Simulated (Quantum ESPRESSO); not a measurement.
# InSe (R3m) in Quantum ESPRESSO: band structure with LDA

Aim: the band structure of InSe with LDA.

Program: Quantum ESPRESSO 7.5. These are calculated values, not measurements. Logs are shortened: lines on timing, memory, paths and dates and some standing lists are left out, and cuts for length are marked.

**Measured values to compare with.**

From “The Interaction of Hydrogen with the van der Waals Crystal γ-InSe”, 2020, pmc:7321205, for a bulk crystal of InSe at 300 K: band gap 1.25 eV.

The runs below are set against these values where they give the same quantity.

**1. The structure**

Symmetry: R3m, No. 160, trigonal system. The conventional cell has a = 4.000 Å, b = 4.000 Å, c = 25.320 Å, α = 90.00°, β = 90.00°, γ = 120.00°. In (site symmetry 3m) has 3 Se at 2.63 Å and 1 In at 2.82 Å as nearest neighbours. In (site symmetry 3m) is surrounded by 3 Se at 2.64 Å and 1 In at 2.82 Å. Se (site symmetry 3m) has 3 In at 2.63 Å as nearest neighbours. Se (site symmetry 3m) is surrounded by 3 In at 2.64 Å.

**2. Band structure, LDA**

Contents of pw.in:

```
&CONTROL
  calculation = 'scf'
  prefix = 'pwscf'
  outdir = './tmp'
  pseudo_dir = './pseudo'
  tprnfor = .true.
  tstress = .true.
  disk_io = 'low'
/
&SYSTEM
  ibrav = 0
  celldm(1) = 8
  nat = 4
  ntyp = 2
  ecutwfc = 56
  ecutrho = 448
  nbnd = 27
  occupations = 'smearing'
  smearing = 'fd'
  degauss = 0.00367493
/
&ELECTRONS
  conv_thr = 8d-10
  electron_maxstep = 120
  mixing_beta = 0.5
/
ATOMIC_SPECIES
In   114.8180 in_lda_v1.4.uspp.F.UPF
Se    78.9710 se_lda_v1.uspp.F.UPF
CELL_PARAMETERS alat
  0.4724315311564   0.2727584716917   1.9936610614802
 -0.4724315311564   0.2727584716917   1.9936610614802
  0.0000000000000  -0.5455169433835   1.9936610614802
ATOMIC_POSITIONS crystal
In     0.8886000000    0.8886000000    0.8886000000
In     0.0000000000    0.0000000000    0.0000000000
Se     0.1719000000    0.1719000000    0.1719000000
Se     0.3835000000    0.3835000000    0.3835000000
K_POINTS automatic
8 8 8 0 0 0
```

Contents of bands.in:

```
&CONTROL
  calculation = 'bands'
  prefix = 'pwscf'
  outdir = './tmp'
  pseudo_dir = './pseudo'
  disk_io = 'low'
  verbosity = 'high'
/
&SYSTEM
  ibrav = 0
  celldm(1) = 8
  nat = 4
  ntyp = 2
  ecutwfc = 56
  ecutrho = 448
  nbnd = 27
  occupations = 'smearing'
  smearing = 'fd'
  degauss = 0.00367493
/
&ELECTRONS
  conv_thr = 1d-08
  electron_maxstep = 120
  mixing_beta = 0.5
  diago_full_acc = .true.
  startingwfc = 'random'
/
ATOMIC_SPECIES
In   114.8180 in_lda_v1.4.uspp.F.UPF
Se    78.9710 se_lda_v1.uspp.F.UPF
CELL_PARAMETERS alat
  0.4724315311564   0.2727584716917   1.9936610614802
 -0.4724315311564   0.2727584716917   1.9936610614802
  0.0000000000000  -0.5455169433835   1.9936610614802
ATOMIC_POSITIONS crystal
In     0.8886000000    0.8886000000    0.8886000000
In     0.0000000000    0.0000000000    0.0000000000
Se     0.1719000000    0.1719000000    0.1719000000
Se     0.3835000000    0.3835000000    0.3835000000
K_POINTS crystal
60
 0.0000000000  0.0000000000  0.0000000000 1
 0.0555555556  0.0000000000  0.0000000000 1
 0.1111111111  0.0000000000  0.0000000000 1
 0.1666666667  0.0000000000  0.0000000000 1
 0.2222222222  0.0000000000  0.0000000000 1
 0.2777777778  0.0000000000  0.0000000000 1
 0.3333333333  0.0000000000  0.0000000000 1
 0.3888888889  0.0000000000  0.0000000000 1
 0.4444444444  0.0000000000  0.0000000000 1
 0.5000000000  0.0000000000  0.0000000000 1
 0.5000000000  0.0358290345 -0.0358290345 1
 0.5000000000  0.0716580690 -0.0716580690 1
 0.5000000000  0.1074871035 -0.1074871035 1
 0.5000000000  0.1433161380 -0.1433161380 1
 0.5000000000  0.1791451724 -0.1791451724 1
 0.8208548276  0.5000000000  0.1791451724 1
 0.7887693448  0.5000000000  0.2112306552 1
 0.7566838620  0.5000000000  0.2433161380 1
 0.7245983793  0.5000000000  0.2754016207 1
 0.6925128965  0.5000000000  0.3074871035 1
 0.6604274138  0.5000000000  0.3395725862 1
 0.6283419310  0.5000000000  0.3716580690 1
 0.5962564483  0.5000000000  0.4037435517 1
 0.5641709655  0.5000000000  0.4358290345 1
 0.5320854828  0.5000000000  0.4679145172 1
 0.5000000000  0.5000000000  0.5000000000 1
 0.3333333333  0.3333333333  0.3333333333 1
 0.1666666667  0.1666666667  0.1666666667 1
 0.0000000000  0.0000000000  0.0000000000 1
 0.0308702351  0.0000000000 -0.0308702351 1
 0.0617404702  0.0000000000 -0.0617404702 1
 0.0926107053  0.0000000000 -0.0926107053 1
 0.1234809404  0.0000000000 -0.1234809404 1
 0.1543511756  0.0000000000 -0.1543511756 1
 0.1852214107  0.0000000000 -0.1852214107 1
 0.2160916458  0.0000000000 -0.2160916458 1
 0.2469618809  0.0000000000 -0.2469618809 1
 0.2778321160  0.0000000000 -0.2778321160 1
 0.3087023511  0.0000000000 -0.3087023511 1
 0.3395725862  0.0000000000 -0.3395725862 1
 0.6604274138  0.3395725862  0.0000000000 1
 0.6283419310  0.3716580690  0.0000000000 1
 0.5962564483  0.4037435517  0.0000000000 1
 0.5641709655  0.4358290345  0.0000000000 1
 0.5320854828  0.4679145172  0.0000000000 1
 0.5000000000  0.5000000000  0.0000000000 1
 0.6604274138  0.6604274138  0.1791451724 1
 0.6443846724  0.6443846724  0.2112306552 1
 0.6283419310  0.6283419310  0.2433161380 1
 0.6122991896  0.6122991896  0.2754016207 1
 0.5962564483  0.5962564483  0.3074871035 1
 0.5802137069  0.5802137069  0.3395725862 1
 0.5641709655  0.5641709655  0.3716580690 1
 0.5481282241  0.5481282241  0.4037435517 1
 0.5320854828  0.5320854828  0.4358290345 1
 0.5160427414  0.5160427414  0.4679145172 1
 0.5000000000  0.5000000000  0.5000000000 1
 0.5000000000  0.0000000000  0.0000000000 1
 0.6604274138  0.1697862931  0.1697862931 1
 0.8208548276  0.3395725862  0.3395725862 1
```

Potentials or basis: GBRV 1.5 LDA.

On the command line:

```
$ OMP_NUM_THREADS=1 mpirun -n 2 pw.x -nk 2 -in pw.in > pw.out
$ OMP_NUM_THREADS=1 mpirun -n 2 pw.x -nk 2 -in bands.in > bands.out
```

pw.out:

```text
This program is part of the open-source Quantum ESPRESSO suite
     for quantum simulation of materials; please cite
[... 13 lines left out ...]
     --------------------
     sticks:   dense  smooth     PW     G-vecs:    dense   smooth      PW
     Sum        4345    2163    661               126551    44601    7633

     Using Slab Decomposition

     bravais-lattice index     =            0
     lattice parameter (alat)  =       8.0000  a.u.
     unit-cell volume          =     789.2047 (a.u.)^3
     number of atoms/cell      =            4
     number of atomic types    =            2
     number of electrons       =        38.00
     number of Kohn-Sham states=           27
     kinetic-energy cutoff     =      56.0000  Ry
     charge density cutoff     =     448.0000  Ry
     scf convergence threshold =      8.0E-10
     mixing beta               =       0.5000
     number of iterations used =            8  plain     mixing
     Exchange-correlation= SLA  PZ   NOGX NOGC
                           (   1   1   0   0   0   0   0)

     celldm(1)=   8.000000  celldm(2)=   0.000000  celldm(3)=   0.000000
     celldm(4)=   0.000000  celldm(5)=   0.000000  celldm(6)=   0.000000

     crystal axes: (cart. coord. in units of alat)
               a(1) = (   0.472432   0.272758   1.993661 )
               a(2) = (  -0.472432   0.272758   1.993661 )
               a(3) = (   0.000000  -0.545517   1.993661 )

     reciprocal axes: (cart. coord. in units 2 pi/alat)
               b(1) = (  1.058354  0.611041  0.167197 )
               b(2) = ( -1.058354  0.611041  0.167197 )
               b(3) = ( -0.000000 -1.222082  0.167197 )

     PseudoPot. # 1 for In read from file:
     in_lda_v1.4.uspp.F.UPF
     Pseudo is Ultrasoft + core correction, Zval = 13.0
     Generated by new atomic code, or converted to UPF format
     Using radial grid of  889 points,  6 beta functions with:
                l(1) =   0
                l(2) =   0
                l(3) =   1
                l(4) =   1
                l(5) =   2
                l(6) =   2
     Q(r) pseudized with  6 coefficients,  rinner =    1.400   1.400   1.400
                                                       1.400   1.400

     PseudoPot. # 2 for Se read from file:
     se_lda_v1.uspp.F.UPF
     Pseudo is Ultrasoft + core correction, Zval =  6.0
     Generated by new atomic code, or converted to UPF format
     Using radial grid of  877 points,  6 beta functions with:
                l(1) =   0
                l(2) =   0
                l(3) =   1
                l(4) =   1
                l(5) =   2
                l(6) =   2
     Q(r) pseudized with  8 coefficients,  rinner =    1.300   1.300   1.300
                                                       1.300   1.300

     atomic species   valence    mass     pseudopotential
     In               13.00   114.81800     In( 1.00)
     Se                6.00    78.97100     Se( 1.00)

      6 Sym. Ops. (no inversion) found

   Cartesian axes

     site n.     atom                  positions (alat units)
         1        In     tau(   1) = (  -0.0000000  -0.0000000   5.3147017  )
         2        In     tau(   2) = (   0.0000000   0.0000000   0.0000000  )
         3        Se     tau(   3) = (   0.0000000  -0.0000000   1.0281310  )
         4        Se     tau(   4) = (   0.0000000  -0.0000000   2.2937071  )

     number of k points=    65  Fermi-Dirac smearing, width (Ry)=  0.0037
                       cart. coord. in units 2pi/alat
        k(    1) = (   0.0000000   0.0000000   0.0000000), wk =   0.0039062
        k(    2) = (  -0.0000000  -0.1527603   0.0208996), wk =   0.0234375
        k(    3) = (  -0.0000000  -0.3055206   0.0417991), wk =   0.0234375
        k(    4) = (  -0.0000000  -0.4582809   0.0626987), wk =   0.0234375
        k(    5) = (   0.0000000   0.6110412  -0.0835983), wk =   0.0117188
        k(    6) = (  -0.1322943  -0.0763802   0.0417991), wk =   0.0234375
[... 57 lines left out ...]
        k(   64) = (   0.9260601   0.3819008  -0.0835983), wk =   0.0234375
        k(   65) = (   0.0000000   0.0000000  -0.2507949), wk =   0.0039062

     Dense  grid:   126551 G-vectors     FFT dimensions: ( 120, 120, 120)

     Smooth grid:    44601 G-vectors     FFT dimensions: (  80,  80,  80)

     Initial potential from superposition of free atoms

     starting charge      34.9999, renormalised to      38.0000
     Starting wfcs are   26 randomized atomic wfcs +    1 random wfcs

     Self-consistent Calculation

     iteration #  1     ecut=    56.00 Ry     beta= 0.50
     Davidson diagonalization with overlap
     ethr =  1.00E-02,  avg # of iterations =  5.5

     total energy              =    -351.33471234 Ry
     estimated scf accuracy    <       4.31758104 Ry

     iteration #  2     ecut=    56.00 Ry     beta= 0.50
     Davidson diagonalization with overlap
     ethr =  1.00E-02,  avg # of iterations =  2.0
[... 57 lines left out ...]
     total energy              =    -352.74436040 Ry
     estimated scf accuracy    <          4.0E-09 Ry

     iteration # 11     ecut=    56.00 Ry     beta= 0.50
     Davidson diagonalization with overlap
     ethr =  1.06E-11,  avg # of iterations =  2.9

     End of self-consistent calculation

          k = 0.0000 0.0000 0.0000 (  5551 PWs)   bands (ev):

    -8.7166  -8.5390  -8.5390  -8.4637  -8.4637  -8.4407  -8.4407  -8.2901
    -8.2747  -8.2747  -7.6402  -7.2258  -0.3911   2.4612   4.4046   4.6872
     4.6872   4.7795   4.7795   7.5258   7.8907  10.2877  10.2877  11.0455
    11.3670  11.3670  13.3523

          k =-0.0000-0.1528 0.0209 (  5575 PWs)   bands (ev):

    -8.7252  -8.6008  -8.5431  -8.5355  -8.4523  -8.4450  -8.4333  -8.3133
    -8.2759  -8.2194  -7.4538  -7.0749  -0.2800   2.1864   3.6444   4.2928
     4.4864   4.6119   4.8508   7.8755   8.5926   9.5748  10.4438  10.6946
    11.4002  11.7118  13.0264
[... 274 lines left out ...]
          k = 0.6615 0.0764-0.1045 (  5621 PWs)   bands (ev):

    -8.8976  -8.8172  -8.6411  -8.5531  -8.4454  -8.4008  -8.3974  -8.3204
    -8.2975  -8.1142  -6.1375  -6.0876  -0.3578   0.3392   2.0509   2.4776
     3.3536   3.7360   4.2475   7.6884   8.1546   9.4245  10.3337  11.1700
    11.9345  12.9454  13.5825

          k = 0.6615-0.0764-0.0836 (  5618 PWs)   bands (ev):

    -8.9007  -8.8137  -8.6415  -8.5529  -8.4454  -8.4009  -8.3974  -8.3198
    -8.2978  -8.1141  -6.1681  -6.0567  -0.3690   0.3725   2.1557   2.3427
     3.1194   3.8539   4.3887   7.9653   8.1461   9.1066  10.2461  11.2021
    11.9146  12.8075  13.8675

          k = 0.5292 0.3055-0.1045 (  5592 PWs)   bands (ev):

    -8.8959  -8.8114  -8.6432  -8.5322  -8.4700  -8.3872  -8.3723  -8.3436
    -8.2797  -8.1165  -6.2821  -6.2161  -0.4839   0.1512   2.6644   3.3972
     3.4884   3.9115   4.3912   7.1209   7.7392   9.2053   9.5965  10.3669
    12.7372  12.9659  13.5941
[... 141 lines left out ...]
          k = 0.0000 0.0000-0.2508 (  5570 PWs)   bands (ev):

    -8.7160  -8.5392  -8.5392  -8.4636  -8.4636  -8.4407  -8.4407  -8.3040
    -8.2745  -8.2745  -7.4805  -7.3885  -0.0447   1.5800   4.6164   4.6164
     4.8571   4.8571   5.9867   6.1842   7.9596  10.2024  10.2024  11.4939
    11.4939  11.5434  13.8588

     the Fermi energy is     6.1001 ev

!    total energy              =    -352.74436040 Ry
     estimated scf accuracy    <          3.6E-10 Ry
     smearing contrib. (-TS)   =      -0.00001624 Ry
     internal energy E=F+TS    =    -352.74434416 Ry

     The total energy is F=E-TS. E is the sum of the following terms:
     one-electron contribution =    -138.53963460 Ry
     hartree contribution      =      93.53655409 Ry
     xc contribution           =    -132.96294739 Ry
     ewald contribution        =    -174.77831626 Ry

     convergence has been achieved in  11 iterations

     Forces acting on atoms (cartesian axes, Ry/au):

     atom    1 type  1   force =    -0.00000000   -0.00000000    0.00959672
     atom    2 type  1   force =     0.00000000   -0.00000000   -0.00892880
     atom    3 type  2   force =    -0.00000000   -0.00000000    0.00216450
     atom    4 type  2   force =     0.00000000    0.00000000   -0.00283242

     Total force =     0.013584     Total SCF correction =     0.000151

     Computing stress (Cartesian axis) and pressure

          total   stress  (Ry/bohr**3)                   (kbar)     P=      -16.28
  -0.00008294  -0.00000000  -0.00000000          -12.20       -0.00       -0.00
  -0.00000000  -0.00008294  -0.00000000           -0.00      -12.20       -0.00
   0.00000000  -0.00000000  -0.00016615            0.00       -0.00      -24.44

=------------------------------------------------------------------------------=
   JOB DONE.
=------------------------------------------------------------------------------=
```

Run time: 9.8 min. Hardware: 2 MPI ranks of Intel Xeon 6975P-C (Granite Rapids), shared host; peak memory 0.94 GiB.

Results:

| Property | Result |
| --- | --- |
| Free energy | -4799.3315 eV |
| Pressure | -1.6 GPa |
| Largest force | 0.247 eV/Å |
| Band gap on the k mesh | 0.20 eV, direct |
| Band gap along the path | 0.20 eV, direct |

Forces in eV/Å, atoms in the order of the input:
```
In   0.000  0.000  0.247
In   0.000  0.000 -0.230
Se   0.000  0.000  0.056
Se   0.000  0.000 -0.073
```

Levels at the corners of the path, in eV from the valence-band top:
```
point  band 16  band 17  band 18  band 19  band 20  band 21  band 22  band 23
    Γ    -1.30    -1.30    -1.21    -1.21     1.54     1.90     4.30     4.30
    L    -2.41    -2.35    -2.25    -1.70     1.09     1.83     3.52     3.89
   B1    -3.70    -2.54    -2.26    -1.78     1.66     2.31     3.30     4.30
    B    -3.70    -2.54    -2.26    -1.78     1.66     2.31     3.30     4.30
    Z    -1.37    -1.13    -1.13     0.00     0.20     1.97     4.22     4.22
    Γ    -1.30    -1.30    -1.21    -1.21     1.54     1.90     4.30     4.30
    X    -3.72    -2.58    -2.24    -1.75     1.72     2.22     3.33     4.26
    Q    -3.72    -2.58    -2.24    -1.75     1.72     2.22     3.33     4.26
    F    -2.68    -2.51    -2.06    -1.53     1.02     1.88     3.17     3.52
   P1    -2.61    -2.48    -2.09    -1.67     1.25     1.71     3.25     3.68
    Z    -1.37    -1.13    -1.13     0.00     0.20     1.97     4.22     4.22
    L    -2.41    -2.35    -2.25    -1.70     1.09     1.83     3.52     3.89
    P    -2.61    -2.48    -2.09    -1.67     1.25     1.71     3.25     3.68
```

Caveat: spin-orbit coupling is left out, which moves the levels of the heavy elements.

**3. Against experiment**

Step 2. Against the measured gap of InSe, 1.25 eV (300 K; “The Interaction of Hydrogen with the van der Waals Crystal γ-InSe”, 2020, pmc:7321205), the calculated 0.20 eV is off by -1.05 eV. So large a miss can be the level of theory's own, or it may mean another phase, state or a wrong row. Spin-orbit coupling on In, Se is left out. The value is that of LDA, without temperature or zero-point motion. Semilocal functionals fall short of measured gaps as a rule.
